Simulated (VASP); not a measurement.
A run of VASP 6.6.1 is set up as follows.

File INCAR:

```
ALGO = Normal
EDIFF = 1E-7
EDIFFG = -0.02
ENCUT = 600
GGA = PE
IBRION = 2
ISIF = 3
ISMEAR = -1
LASPH = T
LCHARG = F
LREAL = F
LWAVE = F
NELM = 100
NSW = 40
PREC = Accurate
SIGMA = 0.05
```

File KPOINTS:

```
k-points
0
Gamma
  7 7 5
```

Contents of POSCAR:

```
AlN
1.0
    3.1130000000      0.0000000000      0.0000000000
   -1.5565000000      2.6959370820      0.0000000000
    0.0000000000      0.0000000000      4.9810000000
Al N
2 2
Direct
    0.6666666667      0.3333333333      0.5000000000
    0.3333333333      0.6666666667      0.0000000000
    0.6666666667      0.3333333333      0.8800000000
    0.3333333333      0.6666666667      0.3800000000
```

Potentials or basis: VASP PAW PBE potentials, release 64 (Al, N).

Launch:

```sh
$ cat potpaw_PBE.64/Al/POTCAR potpaw_PBE.64/N/POTCAR > POTCAR
$ mpirun -np 1 vasp_std > vasp.out
```

**Question.** What does it give for the relaxed volume?

**Answer.** 10.62 Å³/atom.

**Question.** Predict the relaxed cell.

**Answer.** a = 3.127 Å, b = 3.127 Å, c = 5.018 Å, α = 90.00°, β = 90.00°, γ = 120.00°.

**Question.** Predict the band gap on the k mesh.

**Answer.** 4.06 eV, direct.

Forces in eV/Å, atoms in the order of the input:
```
Al   0.000  0.000 -0.004
Al   0.000  0.000 -0.004
N    0.000  0.000  0.004
N    0.000  0.000  0.004
```

As with any semilocal functional, this PBE gap is likely too small. Zero-point motion and thermal expansion aren't in these numbers.
